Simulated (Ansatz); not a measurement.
# Sn under changes of volume

One of the cells (33.803 Å³/atom); the others are scaled copies at fixed shape and fractional positions:

```
Sn
1.0
     0.00000    3.23334    3.23334
     3.23334    0.00000    3.23334
     3.23334    3.23334    0.00000
Sn
2
Direct
  0.75000 0.75000 0.75000
  0.50000 0.50000 0.50000
```

This isn't the form of Sn at room conditions, which is tetragonal (white tin).

| Quantity | Value |
| --- | --- |
| Program | Ansatz 0.2.0 |
| Functional | HISS |
| Potentials or basis | Ansatz PAW |
| Cutoff | 420 eV (not typed: the program's choice for these potentials) |
| k mesh | 4 × 4 × 4 |
| Occupations | fermi-dirac, width 0.05 eV |
| Spin | no spin polarisation |

```csv
volume (Å³/atom),energy over the lowest point (meV/atom),pressure (GPa),gap on the mesh (eV)
31.775,?,?,?
32.451,20.01,3.4,0.69
33.127,8.34,2.1,0.51
33.803,1.91,1.0,0.33
34.479,0.00,0.2,0.14
35.155,0.79,-0.4,none
35.831,4.11,-1.2,none
```

What does the run at 31.775 Å³/atom give?

Energy over the lowest point 37.46 meV/atom; pressure 4.9 GPa; gap on the mesh 0.83 eV.

Worked out: A Birch-Murnaghan fit of order 3 (a polynomial in V^(-2/3)) to the other rows has its minimum at 34.57 Å³/atom with B0 = V·E''(V) = 36 GPa (rough, since the energies scatter). It gives 38.59 meV/atom at 31.775 Å³/atom, against the run's 37.46, and -dE/dV = 5.3 GPa, against 4.9.

Energies are extrapolated to zero smearing.

Caveats: some runs use coarse meshes; the PAW data sets come from PBE, with cores solved anew for the run's functional, which leaves a small shift of forces and pressure; the thresholds are loose for stress; spin-orbit coupling is left out, which moves the levels of the heavy elements (some runs).

A mesh can miss the band edges.

A gap of «none» marks a metal or a gap under the smearing width.
